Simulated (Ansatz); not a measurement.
Computed with DFT PBE, scalar-relativistic, plane waves, PAW (Ansatz 0.2.0). Settings: cutoff 420 eV, Γ-centred meshes spaced at most about 0.3 Å⁻¹, and about 0.25 Å⁻¹ or finer for metals (2π included), Gaussian smearing. No spin polarisation in the final relaxations.

These are static total energies at zero pressure.

Two relaxed structures of Al:

A. Space group P6/mmm (No. 191), hexagonal, a = 4.546 Å, c = 2.754 Å. Al is surrounded by 5 Al at 2.62–2.75 Å.

B. Space group Pm-3m (No. 221), cubic, a = 2.722 Å. Al has 6 Al at 2.72 Å.

Question: Which form is favoured at zero pressure, and by what margin per atom?

Answer: B is lower, by 126 meV/atom. A has space group P6/mmm (No. 191), 24.6 Å³/atom and no gap on its mesh; B has the simple cubic type, space group Pm-3m (No. 221), 20.2 Å³/atom and no gap. Counting all near atoms (those within 1.25 times the shortest distance at each site), A has Al 5 and B has Al 6. The denser one is the lower, and pressure would at first widen the difference. Both come from invented guesses. A third cell relaxed alike, in Fm-3m, lies 0.37 eV/atom below the lower of the two; the Pm-3m cell fell into it when its atoms were moved at random. The part of the Crystallography Open Database at hand lists Al in space groups No. 225, 229; sharing a group (Fm-3m) doesn't make a cell the listed structure.

Cells relaxed within their symmetry can be saddle points; a later kick test found a lower structure for Al Pm-3m.

Simple cubic wins only a contest between two open frameworks: its 126 meV/atom advantage is small beside the 0.37 eV/atom that separates it from the Fm-3m cell. The cell dimensions and volume of A fit flat honeycomb layers stacked directly atop one another, with large empty channels through the hexagons. Such a network suits directional covalent bonding, but aluminium is a nearly-free-electron metal whose three delocalised s and p electrons gain little from it. Its cohesion favours an even, dense arrangement of ions in the electron gas, and the contacts in A are too little shortened to make up for the missing neighbour. The Fm-3m cell is probably the face-centred cubic metal, the known ground state, which would carry the same trend through to close packing. The collapse of the simple cubic cell suggests that it is at best a shallow minimum, so its lead over A doesn't make it a plausible metastable phase. Whether the honeycomb stacking would survive a similar displacement isn't shown.
